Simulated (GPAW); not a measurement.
Here is a GPAW 26.7.0 calculation.

File run.py:

```python
from ase import Atoms
from ase.filters import FrechetCellFilter
from ase.io import write
from ase.optimize import BFGS
from ase.units import GPa
from gpaw import GPAW, PW

atoms = Atoms(['Pb', 'Te'],
              cell=[[0.0, 3.231, 3.231],
                    [3.231, 0.0, 3.231],
                    [3.231, 3.231, 0.0]],
              scaled_positions=[[0.0, 0.0, 0.0],
                                [0.5, 0.5, 0.5]],
              pbc=True)

calc = GPAW(mode=PW(600),
            xc='LDA',
            kpts={'size': (7, 7, 7), 'gamma': True},
            occupations={'name': 'methfessel-paxton', 'order': 0, 'width': 0.01},
            nbands=19,
            convergence={'density': 1e-05, 'forces': 0.0001},
            maxiter=150,
            txt='gpaw.txt')
atoms.calc = calc
opt = BFGS(FrechetCellFilter(atoms, scalar_pressure=1 * GPa), trajectory='relax.traj', logfile='-')
done = opt.run(fmax=0.02, steps=60)
calc.write('gs.gpw')
write('result.traj', atoms)
print('Converged:', done)
print('Cell:', atoms.cell.cellpar().round(4))
print('Volume:', round(atoms.get_volume(), 4))
print(atoms.get_scaled_positions().round(5))
```

Potentials or basis: the program's PAW data sets (release 1.2.1) made for this functional, pw.

Run with:

```console
$ OMP_NUM_THREADS=1 python run.py
```

Q: What does it give for the space group after relaxing (to 0.05 Å)?

A: Fm-3m (No. 225).

Q: Estimate the relaxed cell.

A: a = 4.472 Å, b = 4.472 Å, c = 4.472 Å, α = 60.00°, β = 60.00°, γ = 60.00°.

Q: Estimate the relaxed volume.

A: 31.61 Å³/atom.

Step by step:
```
step  energy change (eV)  largest force (eV/Å)  pressure (GPa)  volume (Å³)
   1              0.0000                0.0000           -2.02        67.46
   2             -0.0099                0.0000           -1.46        66.55
   3             -0.0138                0.0000            1.23        62.93
   4             -0.0158                0.0000            0.99        63.22
```

Caveat: later steps reuse the first step's grids. The run has no spin-orbit coupling, so splittings on Pb, Te are missing.
